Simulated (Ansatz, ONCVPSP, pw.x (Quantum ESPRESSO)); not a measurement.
## pw.x on bcc Se: one setting changed

Potential: optimised norm-conserving Vanderbilt (ONCV), ONCVPSP 4.0.1.1 (patched build), PBE; core [Ar] 3d10, reference 4s2 4p4; waves: 4s: rc 1.30 bohr, ncon 4, nbas 8, qcut 4.3 1/bohr, 2 projectors, debl 0.4 Ha; 4p: rc 2.50 bohr, ncon 3, nbas 8, qcut 3.5 1/bohr, 2 projectors, debl 1.4 Ha; d scattering state at 0.03 Ha: rc 1.70 bohr, ncon 3, nbas 6, qcut 6.3 1/bohr, 2 projectors, debl 3.6 Ha; local part: polynomial inside 1.25 bohr (lpopt 5, dvloc0 1 Ha); core correction: none. In the s channel the program set the typed energies aside and used -0.635, 0.250 Ha.

The reference run (k-mesh 13³, cutoffs 145/580 Ry, Fermi–Dirac 0.01 Ry, mixing_beta 0.4, conv_thr 1e-9, no spin) gives 0.43 GPa at 20.207 Å³/atom, where all-electron LAPW gives 0.57 GPa. This run, with its own iteration cap, changes degauss to 0.005.

```
&control
  calculation='scf', prefix='x', pseudo_dir='./', outdir='./tmp', tstress=.true., disk_io='none'
/
&system
  ibrav=0, nat=1, ntyp=1, ecutwfc=145, ecutrho=580, nbnd=10,
  occupations='smearing', smearing='fd', degauss=0.005
/
&electrons
  conv_thr=1e-09, mixing_beta=0.4, electron_maxstep=50
/
ATOMIC_SPECIES
Se 1.0 Se.UPF
CELL_PARAMETERS angstrom
  -1.71585513 1.71585513 1.71585513
  1.71585513 -1.71585513 1.71585513
  1.71585513 1.71585513 -1.71585513
ATOMIC_POSITIONS crystal
Se 0.0000 0.0000 0.0000
K_POINTS automatic
13 13 13 0 0 0
```

```bash
pw.x < Se.scf.in > Se.scf.out
```

Problem. How does the run end?

Solution. It converges in 5 iterations; the free energy moves by +14.9 meV/atom and the pressure by -0.16 GPa. In a metal, with Fermi–Dirac smearing, F lies below its zero-width value by a term in the square of the width.

```
Message from routine setup:
     using ibrav=0 with symmetry is DISCOURAGED, use correct ibrav instead
     lattice parameter (alat)  =       5.6162  a.u.
     unit-cell volume          =     136.3636 (a.u.)^3
     number of electrons       =         6.00
     number of Kohn-Sham states=           10
     kinetic-energy cutoff     =     145.0000  Ry
     charge density cutoff     =     580.0000  Ry
     scf convergence threshold =      1.0E-09
     Exchange-correlation= PBE
     number of k points=    84  Fermi-Dirac smearing, width (Ry)=  0.0050
     iteration #  1     ecut=   145.00 Ry     beta= 0.40
     total energy              =     -18.89052110 Ry
     estimated scf accuracy    <       0.00124014 Ry
     iteration #  2     ecut=   145.00 Ry     beta= 0.40
     total energy              =     -18.89056964 Ry
     estimated scf accuracy    <       0.00035480 Ry
     iteration #  3     ecut=   145.00 Ry     beta= 0.40
     total energy              =     -18.89060378 Ry
     estimated scf accuracy    <       0.00000934 Ry
     iteration #  4     ecut=   145.00 Ry     beta= 0.40
     total energy              =     -18.89060507 Ry
     estimated scf accuracy    <       0.00000002 Ry
     iteration #  5     ecut=   145.00 Ry     beta= 0.40
     the Fermi energy is     8.4497 ev
!    total energy              =     -18.89060520 Ry
     estimated scf accuracy    <          6.4E-10 Ry
     smearing contrib. (-TS)   =      -0.00077123 Ry
     The total energy is F=E-TS. E is the sum of the following terms:
     one-electron contribution =       4.58438192 Ry
     hartree contribution      =       0.80320234 Ry
     xc contribution           =      -4.07501961 Ry
     ewald contribution        =     -20.20239863 Ry
     convergence has been achieved in   5 iterations
          total   stress  (Ry/bohr**3)                   (kbar)     P=        2.70
     Message from routine punch:
     Nothing written, as per user request (disk_io='none')
```

The run took about 16 s on one core of a shared host (AMD EPYC 9R45 96-Core Processor, 96 threads, 376 GiB, load 26).
